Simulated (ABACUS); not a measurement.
This ABACUS 3.10.1 run on K needs a look.

The input INPUT:

```
INPUT_PARAMETERS
suffix              K
calculation         scf
basis_type          lcao
pseudo_dir          ./
orbital_dir         ./
symmetry            1
dft_functional      pbe
ecutwfc             100
pseudo_rcut         7
nspin               1
nbands              5
ks_solver           genelpa
smearing_method     fd
smearing_sigma      0.00367493
scf_thr             1e-07
scf_nmax            60
mixing_type         broyden
mixing_beta         0.7
cal_force           1
cal_stress          1
out_mul             1
ecutrho             200
```

Contents of STRU:

```
ATOMIC_SPECIES
K 39.0983 K.upf

NUMERICAL_ORBITAL
K_confined-atom_10au_2s1p.orb

LATTICE_CONSTANT
1.8897261246

LATTICE_VECTORS
-2.6975585167 2.6975585167 2.6975585167
2.6975585167 -2.6975585167 2.6975585167
2.6975585167 2.6975585167 -2.6975585167

ATOMIC_POSITIONS
Direct

K
0.0
1
0.0000000000 0.0000000000 0.0000000000 1 1 1
```

File KPT:

```
K_POINTS
0
Gamma
5 5 5 0 0 0
```

Potentials or basis: PseudoDojo NC SR 0.4.1 PBE standard, SZ LCAO (the cutoffs set its grid).

Run with:

```console
$ OMP_NUM_THREADS=4 abacus > log
```

running log:

```text
ABACUS v3.10.1

               Atomic-orbital Based Ab-initio Computation at UStc

 !!!!!!!!!!!!!!!!!!!!!!!!!!!!!!!!!!!!!!!!!!!!!!!!!!!!!!!!!
                         NOTICE
 !!!!!!!!!!!!!!!!!!!!!!!!!!!!!!!!!!!!!!!!!!!!!!!!!!!!!!!!!

 ecutrho/ecutwfc must >= 4
 CHECK IN FILE : OUT.K/warning.log

 !!!!!!!!!!!!!!!!!!!!!!!!!!!!!!!!!!!!!!!!!!!!!!!!!!!!!!!!!
                         NOTICE
 !!!!!!!!!!!!!!!!!!!!!!!!!!!!!!!!!!!!!!!!!!!!!!!!!!!!!!!!!
```

How did it end, and where is the flaw?

The program refused the input. The input holds a flaw that was put in on purpose: density cutoff under four times the wave cutoff (ecutrho = 200).
